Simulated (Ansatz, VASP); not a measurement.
**TiTe2 in VASP and in Ansatz**

```
CELL_PARAMETERS angstrom
3.69628 0.00000 0.00000
-1.84814 3.20108 0.00000
0.00000 0.00000 6.38283
ATOMIC_POSITIONS crystal
Ti 0.00000 0.00000 0.00000
Te 0.66667 0.33333 0.27118
Te 0.33333 0.66667 0.72882
```

Alike in both runs: functional PBE; dispersion D3(BJ); k mesh 15 × 15 × 8; occupations gaussian, width 0.1 eV; no spin polarisation.

Ansatz relaxed the structure, and its values are those at the end. VASP's run is a single point on that final structure, the one shown.

```csv
,VASP,Ansatz
version,VASP 6.6.1,Ansatz 0.2.0
potentials or method,"VASP PAW PBE potentials, release 64 (Ti_sv, Te)","scalar-relativistic, plane waves, PAW"
plane-wave cutoff (eV),520,420
valence electrons in the cell,24,44
```

```csv
,VASP,Ansatz,Ansatz less VASP
gap on the k mesh at the Fermi level (eV),none,none,-
pressure (GPa),0.0,0.0,+0.03
rms of the force components (eV/Å),0.004,0.000,-0.0039
```

A gap of «none» marks a metal or a gap that the smearing closes. The two sets of potentials don't hold the same shells in valence.

The runs have no spin-orbit coupling, so splittings on Te are missing.
